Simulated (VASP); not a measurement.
# SnTe (Fm-3m) in VASP: notebook

Runs on SnTe. Level: LDA. Tasks: relaxation of cell and atoms.

Program: VASP 6.6.1. These are calculated values, not measurements. Logs are shortened: lines on timing, memory, paths and dates and some standing lists are left out, and cuts for length are marked.

## 1. The crystal as given

The structure is cubic, space group Fm-3m (No. 225). Conventional cell: a = 6.302 Å, b = 6.302 Å, c = 6.302 Å, α = 90.00°, β = 90.00°, γ = 90.00°. Sn (site symmetry m-3m) has 6 Te at 3.15 Å as nearest neighbours. Around Te (site symmetry m-3m) lie 6 Sn at 3.15 Å.

## 2. Relaxation of cell and atoms, LDA

Input file INCAR:

```
ALGO = Fast
EDIFF = 1E-7
EDIFFG = -0.002
ENCUT = 520
GGA = CA
IBRION = 2
ISIF = 3
ISMEAR = 0
LASPH = True
LCHARG = False
LREAL = False
LWAVE = False
NELM = 80
NSW = 80
PREC = Accurate
SIGMA = 0.02
```

Input file KPOINTS:

```
k-points
0
Gamma
  8 8 8
```

Input file POSCAR:

```
SnTe
1.0
    0.0000000000      3.1508500000      3.1508500000
    3.1508500000      0.0000000000      3.1508500000
    3.1508500000      3.1508500000      0.0000000000
Sn Te
1 1
Direct
    0.0000000000      0.0000000000      0.0000000000
    0.5000000000      0.5000000000      0.5000000000
```

Potentials or basis: VASP PAW LDA potentials, release 64 (Sn_d, Te).

The run is started by

```console
$ cat potpaw_LDA.64/Sn_d/POTCAR potpaw_LDA.64/Te/POTCAR > POTCAR
$ mpirun -np 1 vasp_std > vasp.out
```

OUTCAR:

```text
EDIFF = 1E-7
   EDIFFG = -0.002
   ENCUT = 520
   GGA = CA
   IBRION = 2
   ISIF = 3
   ISMEAR = 0
   LASPH = True
   LREAL = False
   NELM = 80
   NSW = 80
   PREC = Accurate

 ion  position               nearest neighbor table
   1  0.000  0.000  0.000-   2 3.15   2 3.15   2 3.15   2 3.15   2 3.15   2 3.15
   2  0.500  0.500  0.500-   1 3.15   1 3.15   1 3.15   1 3.15   1 3.15   1 3.15

  LATTYP: Found a face centered cubic cell.
 ALAT       =     6.3017000000

  Lattice vectors:

 A1 = (   0.0000000000,   3.1508500000,   3.1508500000)
 A2 = (   3.1508500000,   0.0000000000,   3.1508500000)
 A3 = (   3.1508500000,   3.1508500000,   0.0000000000)

Analysis of symmetry for initial positions (statically):
=====================================================================
 Subroutine PRICEL returns:
 Original cell was already a primitive cell.

 Routine SETGRP: Setting up the symmetry group for a
 face centered cubic supercell.

 Subroutine GETGRP returns: Found 48 space group operations
 (whereof 48 operations were pure point group operations)
 out of a pool of 48 trial point group operations.

The static configuration has the point symmetry O_h .

Analysis of symmetry for dynamics (positions and initial velocities):
=====================================================================
 Subroutine PRICEL returns:
 Original cell was already a primitive cell.

 Routine SETGRP: Setting up the symmetry group for a
 face centered cubic supercell.

 Subroutine GETGRP returns: Found 48 space group operations
 (whereof 48 operations were pure point group operations)
 out of a pool of 48 trial point group operations.

The dynamic configuration has the point symmetry O_h .

 Subroutine INISYM returns: Found 48 space group operations
 (whereof 48 operations are pure point group operations),
 and found     1 'primitive' translations

----------------------------------------------------------------------------------------

                                     Primitive cell

  volume of cell :      62.5624

  direct lattice vectors                    reciprocal lattice vectors
     0.000000000  3.150850000  3.150850000    -0.158687338  0.158687338  0.158687338
     3.150850000  0.000000000  3.150850000     0.158687338 -0.158687338  0.158687338
     3.150850000  3.150850000  0.000000000     0.158687338  0.158687338 -0.158687338

  length of vectors
     4.455974803  4.455974803  4.455974803     0.274854533  0.274854533  0.274854533

  position of ions in fractional coordinates (direct lattice)
     0.000000000  0.000000000  0.000000000
[... 104 lines left out ...]
   LHFCALC =     F    Hartree Fock is set to
   AEXX    =    0.0000 exact exchange contribution
   IVDW    =     0    specifies the selected vdW correction
   LEPSILON=     F    determine dielectric tensor
   LRPA    =     F    only Hartree local field effects (RPA)
 conjugate gradient relaxation of ions
 non-spin polarized calculation
 RMM-DIIS sequential band-by-band and
 Gauss-broadening in eV      SIGMA  =   0.02
  energy-cutoff  :      520.00
  volume of cell :       62.56
 maximum number of plane-waves:      1708
 NGX is ok and might be reduce to    36
   NGX = 17   NGY = 17   NGZ = 17

--------------------------------------- Ionic step        1  -------------------------------------------

 number of electron      19.9999998 magnetization

 Free energy of the ion-electron system (eV)
  ---------------------------------------------------
  ext. energy  EPLUGINS =         0.00000000
  ---------------------------------------------------
  free energy    TOTEN  =        -8.82282888 eV

  energy without entropy =       -8.82282885  energy(sigma->0) =       -8.82282886

------------------------ aborting loop because EDIFF is reached ----------------------------------------

  FORCE on cell =-STRESS in cart. coord.  units (eV):
  Direction    XX          YY          ZZ          XY          YZ          ZX
  --------------------------------------------------------------------------------------
  -------------------------------------------------------------------------------------
  Total       -0.5598138     -0.5598138     -0.5598138     -0.0000000      0.0000000     -0.0000000
  in kB      -14.3364296    -14.3364296    -14.3364296     -0.0000000      0.0000000     -0.0000000
  external PRESSURE =     -14.3364296 kB  Pullay stress =       0.0000000 kB
[... 59 lines left out ...]
--------------------------------------- Ionic step        3  -------------------------------------------

 number of electron      19.9999997 magnetization

 Free energy of the ion-electron system (eV)
  ---------------------------------------------------
  ext. energy  EPLUGINS =         0.00000000
  ---------------------------------------------------
  free energy    TOTEN  =        -8.83140092 eV

  energy without entropy =       -8.83140092  energy(sigma->0) =       -8.83140092

 E-fermi :   7.1367     XC(G=0):  -9.8722

 val. band max:        7.0523421845   @ k =   0.5000   0.0000   0.0000
 cond. band min:       7.2588837896   @ k =   0.5000   0.0000   0.0000
 fundamental gap:      0.2065416051
 Fermi energy:         7.1366820093

 k-point     1 :       0.0000    0.0000    0.0000
  band No.  band energies     occupation
      1     -14.6912      2.00000
      2     -14.6912      2.00000
      3     -14.6802      2.00000
      4     -14.6802      2.00000
      5     -14.6802      2.00000
      6      -5.9227      2.00000
      7       2.4494      2.00000
      8       4.9177      2.00000
      9       4.9177      2.00000
     10       4.9177      2.00000
     11      10.4708      0.00000
     12      10.4708      0.00000
     13      10.4709      0.00000
     14      11.8463      0.00000
[... 377 lines left out ...]
      1     -14.7015      2.00000
      2     -14.6942      2.00000
      3     -14.6769      2.00000
      4     -14.6744      2.00000
      5     -14.6706      2.00000
      6      -4.3635      2.00000
      7      -1.0356      2.00000
      8       3.2200      2.00000
      9       3.6191      2.00000
     10       6.1791      2.00000
     11       7.5615      0.00000
     12      10.0704      0.00000
     13      10.7646      0.00000
     14      13.1125      0.00000

 [... further k-points ...]

------------------------ aborting loop because EDIFF is reached ----------------------------------------

  FORCE on cell =-STRESS in cart. coord.  units (eV):
  Direction    XX          YY          ZZ          XY          YZ          ZX
  --------------------------------------------------------------------------------------
  -------------------------------------------------------------------------------------
  Total        0.0008917      0.0008917      0.0008917      0.0000000      0.0000000      0.0000000
  in kB        0.0235341      0.0235341      0.0235341      0.0000000      0.0000000      0.0000000
  external PRESSURE =       0.0235341 kB  Pullay stress =       0.0000000 kB
[... 17 lines left out ...]
  FREE ENERGIE OF THE ION-ELECTRON SYSTEM (eV)
  ---------------------------------------------------
  free  energy   TOTEN  =        -8.8314009202 eV

  energy  without entropy=       -8.8314009202  energy(sigma->0) =       -8.83140092

 reached required accuracy - stopping structural energy minimisation
```

OSZICAR:

```text
N       E                     dE             d eps       ncg     rms          rms(c)
DAV:   1     0.123741292673E+03    0.12374E+03   -0.96449E+03   812   0.163E+03
DAV:   2     0.188419280090E+01   -0.12186E+03   -0.11953E+03   842   0.367E+02
DAV:   3    -0.859040055946E+01   -0.10475E+02   -0.10337E+02  1046   0.997E+01
DAV:   4    -0.887577417473E+01   -0.28537E+00   -0.28524E+00   936   0.178E+01
[... 32 lines left out ...]
RMM:   6    -0.883140089046E+01    0.24034E-04   -0.39437E-05   958   0.889E-02    0.650E-03
RMM:   7    -0.883140064578E+01    0.24468E-06   -0.13122E-05   990   0.470E-02    0.491E-03
RMM:   8    -0.883140097625E+01   -0.33046E-06   -0.30494E-06   906   0.264E-02    0.276E-03
RMM:   9    -0.883140088079E+01    0.95456E-07   -0.16158E-06   831   0.168E-02    0.696E-04
RMM:  10    -0.883140092020E+01   -0.39409E-07   -0.41390E-07   596   0.777E-03
   3 F= -.88314009E+01 E0= -.88314009E+01  d E =-.857204E-02
```

Run time: 82 s. Hardware: 1 thread of Intel Xeon Platinum 8375C at 2.90GHz (Ice Lake), shared host; peak memory 0.19 GiB.

Results:

```
Free energy                            : -8.8314 eV
Relaxed volume                         : 30.35 Å³/atom
Relaxed cell                           : a = 4.411 Å, b = 4.411 Å, c = 4.411 Å, α = 60.00°, β = 60.00°, γ = 60.00°
Space group after relaxing (to 0.05 Å) : Fm-3m (No. 225)
Energy gained by relaxing              : 4.3 meV/atom
Ionic steps                            : 3
Pressure after relaxing                : 0.0 GPa
Band gap on the k mesh                 : 0.21 eV, direct
```

Step by step:
| step | energy change (eV) | largest force (eV/Å) | pressure (GPa) | volume (Å³) |
| --- | --- | --- | --- | --- |
| 1 | 0.0000 | 0.0000 | -1.43 | 62.56 |
| 2 | -0.0075 | 0.0000 | 0.57 | 60.06 |
| 3 | -0.0086 | 0.0000 | 0.00 | 60.71 |

Final structure:
```xyz
2
Lattice="0.0000 3.1194 3.1194 3.1194 0.0000 3.1194 3.1194 3.1194 0.0000" Properties=species:S:1:pos:R:3 pbc="T T T"
Sn    0.0000    0.0000    0.0000
Te    3.1194    3.1194    3.1194
```

Levels at points of the mesh, in eV from the valence-band top:
```
           k point  band 6  band 7  band 8  band 9  band 10  band 11  band 12  band 13  band 14
(0.00, 0.00, 0.00)  -12.97   -4.60   -2.13   -2.13    -2.13     3.42     3.42     3.42     4.79
(0.50, 0.00, 0.00)  -11.61   -8.48   -1.77   -1.77     0.00     0.21     0.36     0.36     7.87
(0.50, 0.50, 0.00)  -11.29   -6.51   -5.71   -3.80    -3.80     2.13     5.07     5.07     6.60
```

Caveat: spin-orbit coupling is left out, which moves the levels of the heavy elements.

(Continued in part 2 of 2.)
